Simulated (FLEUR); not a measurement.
## C under changes of volume

One of the cells (5.672 Å³/atom); the others are scaled copies at fixed shape and fractional positions:

```xyz
2
Lattice="0.0000 1.7834 1.7834 1.7834 0.0000 1.7834 1.7834 1.7834 0.0000" Properties=species:S:1:pos:R:3 pbc="T T T"
C     2.6751    2.6751    2.6751
C     1.7834    1.7834    1.7834
```

This isn't the form of C at room conditions, which is graphite.

```yaml
Program: FLEUR MaX-R8.1 (patched build s14)
Functional: PBE
Potentials_or_basis: all-electron
Basis: FLAPW
Kmax: 5 1/bohr
k_mesh: 13 × 13 × 13
Occupations: fermi-dirac, width 0.05 eV
Spin: no spin polarisation
```

```csv
volume (Å³/atom),energy over the lowest point (meV/atom),gap on the mesh (eV)
5.332,35.06,4.29
5.445,16.01,4.24
5.672,0.00,4.15
5.899,9.16,4.06
6.012,?,?
```

**Question.** What does the run at 6.012 Å³/atom give?

**Answer.** Energy over the lowest point 21.66 meV/atom; gap on the mesh 4.02 eV.

Worked out: A Birch-Murnaghan fit of order 2 (a polynomial in V^(-2/3)) to the other rows has its minimum at 5.70 Å³/atom with B0 = V·E''(V) = 435 GPa. It gives 21.66 meV/atom at 6.012 Å³/atom, against the run's 21.66. A straight line through the other rows of the gap, of slope -2.26 eV per unit of ln V, extrapolates to 4.02 eV, against the run's 4.02.

Energies are extrapolated to zero smearing.

Caveats: an odd mesh through Γ misses points on the zone boundary, where band edges often lie.
